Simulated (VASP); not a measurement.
The system is Nb.

```
CELL_PARAMETERS angstrom
0.00000 2.11500 2.11500
2.11500 0.00000 2.11500
2.11500 2.11500 0.00000
ATOMIC_POSITIONS crystal
Nb 0.00000 0.00000 0.00000
```

This isn't the form of Nb at room conditions, which is bcc.

```yaml
Program: VASP 6.6.1
Task: single point
Functional: r2SCAN
Potentials_or_basis: VASP PAW PBE potentials, release 64 (Nb_sv)
Cutoff: 900 eV
k_mesh: 17 × 17 × 17
Occupations: fermi-dirac, width 0.1 eV
Spin: no spin polarisation
```

On this cell: pressure -2.0 GPa; band gap on the k mesh none (metal or under the smearing width).

The same run follows on a disturbed copy (grid = ENCUT=900 k=17x17x17 ISMEAR=-1 SIGMA=0.1 PREC=Accurate EDIFF=1e-08 LREAL=False ADDGRID=False LASPH=True; cell strained at random at fixed volume):

```
CELL_PARAMETERS angstrom
-0.04267 2.11375 2.13004
2.09951 -0.00309 2.09046
2.11115 2.08582 -0.01473
ATOMIC_POSITIONS crystal
Nb 0.98867 0.97138 0.01122
```

Task: What does the disturbed cell give?

Result: The energy (extrapolated to zero smearing) moves by -3.9 meV/atom; pressure -2.2 GPa; band gap on the k mesh none (metal or under the smearing width).

Stress tensor (GPa, compression positive):
```
-0.73 -0.62 -1.08
-0.62 -3.94  0.51
-1.08  0.51 -1.82
```

The energy falls, though the first cell shows no forces: that form is unstable against this distortion, unless noise or another electronic state is at work.

Caveats: the PAW data sets were made with another functional, which shifts forces and pressure a little.
